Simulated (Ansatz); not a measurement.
# Ti2Al5: course of a relaxation

These are results of Ansatz, DFT PBE, scalar-relativistic, plane waves, PAW, not measurements. Settings: 420 eV cutoff, 4×4×4 k-mesh, shifted by half a step, Gaussian smearing of 0.10 eV, no spin polarisation.

What was changed: Ti interstitial, charge +0, atoms relaxed.

In a supercell of 21 atoms the defect feels its periodic images, and the cell reads as a metal on the mesh, so a level in the gap can't be told from a carrier in the bands.

Spin polarisation was left out.

Command:

```bash
ansatz run input.yaml --threads 4 --pin off --max-ram 10240MiB --backend cpu --events-out ev --progress --plain --runs-dir out
```

Input:

```yaml
crystal:
  lattice:
    - [-5.7680202874, -1.9226734291, -4.3114047973]
    - [1.9226734291, -5.7680202874, 4.3114047973]
    - [-1.9226734291, 5.7680202874, 4.3114047973]
  atoms:
    - { symbol: Ti, position: [0.4, 0.8, 0.6] }
    - { symbol: Ti, position: [0.2, 0.4, 0.8] }
    - { symbol: Ti, position: [0.0, 0.0, 0.0] }
    - { symbol: Ti, position: [0.6, 0.2, 0.4] }
    - { symbol: Ti, position: [0.8, 0.6, 0.2] }
    - { symbol: Al, position: [0.4, 0.3, 0.1] }
    - { symbol: Al, position: [0.2, 0.9, 0.3] }
    - { symbol: Al, position: [0.0, 0.5, 0.5] }
    - { symbol: Al, position: [0.6, 0.7, 0.9] }
    - { symbol: Al, position: [0.8, 0.1, 0.7] }
    - { symbol: Al, position: [0.7, 0.65, 0.55] }
    - { symbol: Al, position: [0.5, 0.25, 0.75] }
    - { symbol: Al, position: [0.3, 0.85, 0.95] }
    - { symbol: Al, position: [0.9, 0.05, 0.35] }
    - { symbol: Al, position: [0.1, 0.45, 0.15] }
    - { symbol: Al, position: [0.5, 0.75, 0.25] }
    - { symbol: Al, position: [0.3, 0.35, 0.45] }
    - { symbol: Al, position: [0.1, 0.95, 0.65] }
    - { symbol: Al, position: [0.7, 0.15, 0.05] }
    - { symbol: Al, position: [0.9, 0.55, 0.85] }
    - { symbol: Ti, position: [0.7090038457, 0.9028150474, 0.8074923187] }
basis:
  ecutwfc: 420
  xc_grid: 2
kpoints:
  mp_grid: { grid: [4, 4, 4], shift: [0.5, 0.5, 0.5] }
hamiltonian:
  xc: pbe
scf:
  occupations: { method: gaussian, width: 0.1 }
output:
  forces: true
  stress: false
  eigenvalues: true
relax:
  adjacent_minimum: "off"
  f_tol: 0.02
  max_steps: 60
```

F is the free energy.

Steps:

```tsv
step	F − F(1) (eV)	largest force component (eV/Å)
1	0.0000	9.720
2	-4.2152	4.177
3	-6.0130	0.871
4	-6.1331	0.360
5	-6.4806	1.237
6	-6.8899	1.381
7	-7.2910	0.914
8	-7.5828	0.345
9	-7.7303	0.339
10	-7.8885	0.397
11	-7.9893	0.331
12	-8.0456	0.146
13	-8.0547	0.100
14	-8.0556	0.020
15	-8.0557	0.003
```

Relaxed structure:

```
CELL_PARAMETERS angstrom
-5.76802 -1.92267 -4.31140
1.92267 -5.76802 4.31140
-1.92267 5.76802 4.31140
ATOMIC_POSITIONS crystal
Ti 0.38408 0.78960 0.58793
Ti 0.16464 0.37799 0.78493
Ti 0.11717 0.05069 0.98568
Ti 0.58816 0.20114 0.39373
Ti 0.80767 0.61277 0.19674
Al 0.44498 0.37907 0.13570
Al 0.18645 0.89592 0.27373
Al 0.98614 0.49541 0.49086
Al 0.52729 0.61161 0.84585
Al 0.78587 0.09479 0.70795
Al 0.70439 0.66687 0.56025
Al 0.48643 0.23100 0.72520
Al 0.30826 0.81780 0.93085
Al 0.87257 0.05234 0.36787
Al 0.08204 0.44025 0.13947
Al 0.48584 0.75971 0.25648
Al 0.26786 0.32385 0.42139
Al 0.09968 0.93845 0.61380
Al 0.66413 0.17302 0.05089
Al 0.89022 0.55050 0.84219
Ti 0.85512 0.94004 0.99600
```

The run converged. Time: 7.9 min on 4 threads of Arm Neoverse V1, with other jobs on the host, peak memory 1.3 GiB.